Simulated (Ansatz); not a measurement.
# NbH2 (Fm-3m) in Ansatz: convergence with xc grid

Aim: find how far xc grid must go before the results for NbH2 settle, at r2SCAN+U. This setting moves, with any that are tied to it; all else stays.

Program: Ansatz 0.2.0. These are calculated values, not measurements. Logs are shortened: lines on timing, memory, paths and dates and some standing lists are left out, and cuts for length are marked.

**1. The structure**

It takes space group Fm-3m (No. 225, cubic). Conventional cell: a = 4.563 Å, b = 4.563 Å, c = 4.563 Å, α = 90.00°, β = 90.00°, γ = 90.00°. Nb (site symmetry m-3m) is surrounded by 8 H at 1.98 Å. H (site symmetry -43m) is surrounded by 4 Nb at 1.98 Å.

**2. With xc grid 1**

input.yaml

```yaml
crystal:
  lattice:
    - [0.0, 2.2815, 2.2815]
    - [2.2815, 0.0, 2.2815]
    - [2.2815, 2.2815, 0.0]
  atoms:
    - { symbol: Nb, position: [0.0, 0.0, 0.0] }
    - { symbol: H, position: [0.75, 0.75, 0.75] }
    - { symbol: H, position: [0.25, 0.25, 0.25] }
hamiltonian:
  xc: r2scan
  pseudopotentials: { kind: paw }
  hubbard: { sites: [{ species: Nb, l: d, u_eff: 8.0 }] }
kpoints:
  mp_grid: { grid: [8, 8, 8] }
scf:
  occupations: { method: fermi_dirac, width: 0.1 }
output:
  forces: true
  stress: true
  eigenvalues: true
basis:
  xc_grid: 1
```

Potentials or basis: Ansatz PAW.

Launch:

```console
> ansatz run input.yaml --threads 2 --pin off --max-ram 5632MiB --backend cpu --events-out ev --progress --plain --runs-dir out
```

Wall time 1.5 s (2 threads of Arm Neoverse V1, shared host); peak memory 0.26 GiB.

Results:

```
Free energy            : -4587.5364 eV
Pressure               : 18.6 GPa
Band gap on the k mesh : none (metal or under the smearing width)
```

**3. With xc grid 2**

Edit input.yaml of step 2 so:

```diff
@@ -22,2 +22,2 @@
 basis:
-  xc_grid: 1
+  xc_grid: 2
```

Potentials or basis: Ansatz PAW.

Launch:

```console
> ansatz run input.yaml --threads 2 --pin off --max-ram 5632MiB --backend cpu --events-out ev --progress --plain --runs-dir out
```

It took 1.5 s on 2 threads of Arm Neoverse V1, shared host; peak memory 0.27 GiB.

What came out:

| Quantity | Value |
| --- | --- |
| Free energy | -4587.5340 eV |
| Pressure | 18.8 GPa |
| Band gap on the k mesh | none (metal or under the smearing width) |

**4. With xc grid 3**

Edit input.yaml of step 3 so:

```diff
@@ -22,2 +22,2 @@
 basis:
-  xc_grid: 2
+  xc_grid: 3
```

Launch:

```console
> ansatz run input.yaml --threads 2 --pin off --max-ram 5632MiB --backend cpu --events-out ev --progress --plain --runs-dir out
```

Run time: 1.6 s. Hardware: 2 threads of Arm Neoverse V1, shared host; peak memory 0.29 GiB.

Results (log left out):

| Item | Value |
| --- | --- |
| Free energy | -4587.5338 eV |
| Pressure | 18.8 GPa |
| Band gap on the k mesh | none (metal or under the smearing width) |

**5. With xc grid 4**

Edit input.yaml of step 4 so:

```diff
@@ -22,2 +22,2 @@
 basis:
-  xc_grid: 3
+  xc_grid: 4
```

Launch:

```console
> ansatz run input.yaml --threads 2 --pin off --max-ram 5632MiB --backend cpu --events-out ev --progress --plain --runs-dir out
```

Run time: 1.7 s. Hardware: 2 threads of Arm Neoverse V1, shared host; peak memory 0.32 GiB.

The run converged. Its results:

```
Free energy            : -4587.5338 eV
Pressure               : 18.8 GPa
Band gap on the k mesh : none (metal or under the smearing width)
```

**6. With xc grid 5**

Edit input.yaml of step 5 so:

```diff
@@ -22,2 +22,2 @@
 basis:
-  xc_grid: 4
+  xc_grid: 5
```

Potentials or basis: Ansatz PAW.

Launch:

```console
> ansatz run input.yaml --threads 2 --pin off --max-ram 5632MiB --backend cpu --events-out ev --progress --plain --runs-dir out
```

Standard output:

```text
Warning: RAYON_NUM_THREADS=2 ignored (pool sized by the plan → 2); use --threads N
Nb: projections on atomic orbitals take those of the free atom [Ar 3d10] 4s2 4p6 4d4 5s1, of charge +0.00 (hamiltonian.pseudopotentials.projection_atoms); the dataset's partial waves leave at most 4.9e-6 of an orbital's norm unspanned inside its sphere
H: projections on atomic orbitals take those of the free atom 1s1, of charge +0.00 (hamiltonian.pseudopotentials.projection_atoms); the dataset's partial waves leave at most 1.2e-11 of an orbital's norm unspanned inside its sphere
Engine: ansatz 0.2.0, aarch64-unknown-linux-gnu
Pseudopotentials: kind: paw
Pseudopotential: Nb, paw, valence charge 13, recommended cutoff 500 eV (meta_gga), Nb.paw.azcp
Pseudopotential: H, paw, valence charge 1, recommended cutoff 500 eV (meta_gga), H.paw.azcp
Functional definition: r2SCAN
  parameter k0 = 0.174
  parameter k1 = 0.065
  parameter a1 = 4.9479
  exchange = r2scan_x(k0 = k0, k1 = k1, a1 = a1)
  correlation = r2scan_c
Crystal: 3 atoms, lattice volume = 23.752 Å³
Basis set: ecut = 500 eV, 609 PW (Γ), exchange–correlation on 120×120×120 points (125 copies of the dense FFT grid, shifted against one another)
Bands: 12, of which v1, the nominal top of the filled ones, is band 8 counted from 1 (7 counted from 0)
Symmetry: 48 space group operations
Space group: Fm-3m (ITA 225), of the structure as read, at distance tolerance 2.9e-5 Å
k-points: 29 of 512
Non-local potential: Nb, projectors of the file, l = 0: 3, l = 1: 2, l = 2: 2, l = 3: 1
Non-local potential: H, projectors of the file, l = 0: 2, l = 1: 1
PAW form: soft (Blöchl's): semilocal exchange-correlation on the pseudo side does not see the compensation charge
PAW frozen core: Nb, regenerated for the run's functional (the file was generated under x = pbe(κ = 0.804, μ = 0.2195149727645171), c = pbe(β = 0.06672455060314922))
PAW one-centre angular grid: Nb, 590 points (default); XC on 160 Gauss nodes
PAW one-centre angular grid: H, 302 points (default); XC on 160 Gauss nodes
Initial density: superposition of atomic densities (chi_scale 0.1, normalization cell, long waves kept (reshape's long-wave potential 0.00 eV rms))
Initial wavefunctions: pseudopotential atomic-orbital guess
Functional: x = r2scan, c = r2scan; τ floored in thin density (d = 2e-4 eV/Å³)
SCF iter   1: F=—  HF=-4587.924651 eV  |F-HF|=—  |Δ(HF+E_count)|=         —  Δρ=1.22e-1  dr2=4.08e0  dr2_τ=1.26e-1  ethr=3.10e-3  ⟨swp⟩=5.1  Hψ=1946  notcnv=0
preconditioner: auto → none  [metal: Δε(μ)=0.021 eV  Ē_g=10.110 eV  σ=0.100 eV  W_gap=0.05  n_scr=8 (ndim 8)  ℏωp=20.2 eV  f_vac=0.000  D(μ)=1.25/eV (n_scr^D=14)  sad-step TF]
[... 9 lines left out ...]
SCF 1 converged in 10 iterations: F = -4587.533831 eV  dr2 = 5.50e-9
SCF converged after 10 iterations
Free energy (F): -4587.533831 eV
Harris-Foulkes:  -4587.533831 eV  (|F-HF|=4.11e-8)
Internal energy: -4587.493477 eV  (E = F + TS)
E sigma→0 (E₀):  -4587.513654 eV
Entropy (-TS):   -0.040354 eV (-13.451 meV/atom)
Fermi energy:    14.122838 eV
--- Per-component energies (eV) ---
  E_band       = -117.571273
  E_kinetic    = 425.437019
  E_local      = -804.864406  (includes V_loc(G=0)·N_el)
  E_nonlocal   = 122.956845
  E_hartree    = 249.031709
  E_xc         = -189.463308
  E_vxc        = -263.333298  (∫ρ·V_xc dr)
  E_hubbard    = 7.440329  (on-site DFT+U / exact-exchange correction)
  E_vhub       = -1.778931  (the Hubbard potential's part of the band-sum identity)
  E_paw        = -3091.532755  (= ΣΔE_a)
  E_vpaw       = -109.598221  (= ΣTr[D̂ρ^β])
  E_aug_tail   = -0.000888  (compensation charges beyond the density's cutoff)
  E_vtau       = 15.546745  (kinetic-family band-sum trace: ∫τ·v_τ [+ j·A + Jᵃ·Aᵃ] dr)
  E_ewald      = -1306.305591
  E_core_change = -0.192431  (= ΣΔE_core)
  E_smearing   = -0.040354  (= −TS)
  E_closure    = 0.000000  (closes the sum)
  Σ components = -4587.533831   (vs F -4587.533831, Δ=0.00e0)
--- Forces (eV/Å), atoms counted from 1 ---
  atom   1  Nb    -0.00000000     0.00000000     0.00000000
  atom   2  H     -0.00000000    -0.00000000    -0.00000000
  atom   3  H     -0.00000000     0.00000000     0.00000000
  max |Σ_I F_I| component: 3.47e-18 eV/Å
--- Stress (GPa, compression-positive) ---
       18.782680       0.000000       0.000000
       -0.000000      18.782680      -0.000000
        0.000000       0.000000      18.782680
  P = ⅓ Tr σ = 18.7827 GPa (187.827 kbar)
--- Band table (eV; the first three rows and the last of 29) ---
  k-point 0: bands = ["-42.2392", "-17.2725", "-17.2725", "-17.2725", "4.0435", "13.7659", "14.5966", "14.5966", "16.2223", "16.2223", "16.2223", "28.3316"]
  k-point 1: bands = ["-42.2247", "-17.3772", "-17.2845", "-17.2845", "4.4783", "12.4144", "14.3875", "14.3875", "16.4820", "16.4820", "18.0608", "25.8338"]
  k-point 2: bands = ["-42.1787", "-17.6265", "-17.3142", "-17.3142", "5.6386", "10.9091", "13.8447", "13.8447", "17.3493", "17.3493", "20.4255", "24.2221"]
  k-point 28: bands = ["-42.1255", "-17.7128", "-17.7128", "-17.5275", "9.3658", "9.3658", "10.1892", "13.8846", "20.5094", "21.3241", "21.3241", "21.8702"]
Occupation matrices written to <dir>
```

occupation_matrices:

```text
# The occupation matrices of the corrected shells as a run of Ansatz 0.0.0 ended. An entry of
# hamiltonian.hubbard.sites starts from them by `starting_ns: <path of this file>`, where that key's refused
# combinations let it.
# Free energy -4587.533831 eV.
# projection_atom_Nb: [Ar 3d10] 4s2 4p6 4d4 5s1
# projection_atom_H: 1s1
format: ansatz-occupation-matrices/1
state: converged
spin: unpolarized
projectors: all-electron-ortho-atomic
projection_frame: null
lattice: # Å
  - [0.0, 2.2815, 2.2815]
  - [2.2815, 0.0, 2.2815]
  - [2.2815, 2.2815, 0.0]
atoms: # fractions of the lattice vectors
  - {symbol: Nb, position: [0.0, 0.0, 0.0]}
  - {symbol: H, position: [0.75, 0.75, 0.75]}
  - {symbol: H, position: [0.25, 0.25, 0.25]}
sites: # a site counts the atoms from 0
  - {site: 0, l: d, shell: 4, starting_ns: [{spin: up, occupation_matrix: site0_d}]} # 4.165 electrons, filled orbitals 0
occupation_matrices: # on the real harmonics m = 0, +1, -1, ... of the Cartesian axes; of spinors up first
  site0_d:
    matrix:
      - [0.7089186349123501, -4.336808689942018e-19, -2.3852447794681098e-18, 1.474514954580286e-17, 4.336808689942018e-19]
      - [6.505213034913027e-19, 0.22151308661635766, 4.336808689942018e-19, 2.168404344971009e-19, 2.3852447794681098e-18]
      - [-1.5178830414797062e-18, -4.336808689942018e-19, 0.22151308661635766, 2.168404344971009e-19, 2.168404344971009e-19]
      - [4.336808689942018e-18, 8.673617379884035e-19, 2.168404344971009e-19, 0.7089186349123502, 8.673617379884035e-19]
      - [1.734723475976807e-18, -4.119968255444917e-18, 2.168404344971009e-19, 4.87890977618477e-19, 0.22151308661635766]
```

Run time: 1.8 s. Hardware: 2 threads of Arm Neoverse V1, shared host; peak memory 0.36 GiB.

Results:

* Free energy: -4587.5338 eV
* Pressure: 18.8 GPa
* Band gap on the k mesh: none (metal or under the smearing width)

**7. The series at a glance**

| xc grid | energy less the tightest run, at zero smearing (meV/atom) | pressure (GPa) | SCF cycles | CPU time (s) | peak memory (GiB) |
| --- | --- | --- | --- | --- | --- |
| 1 | -0.86 | 18.60 | 10 | 2.6 | 0.26 |
| 2 | -0.06 | 18.77 | 10 | 2.7 | 0.27 |
| 3 | 0.00 | 18.78 | 10 | 2.8 | 0.29 |
| 4 | 0.00 | 18.78 | 10 | 3 | 0.32 |
| 5 | 0.00 | 18.78 | 10 | 3.2 | 0.36 |

Against the tightest run, the energy stays within 1 meV/atom from 1 on; the pressure stays within 0.1 GPa from 2 on. The tightest run that finished is the yardstick and may itself not be fully converged.

Caveats: U without spin polarisation on a metal has little footing; the PAW data sets come from PBE, with cores solved anew for the run's functional, which leaves a small shift of forces and pressure; the U is typed as a test and isn't derived for this compound.
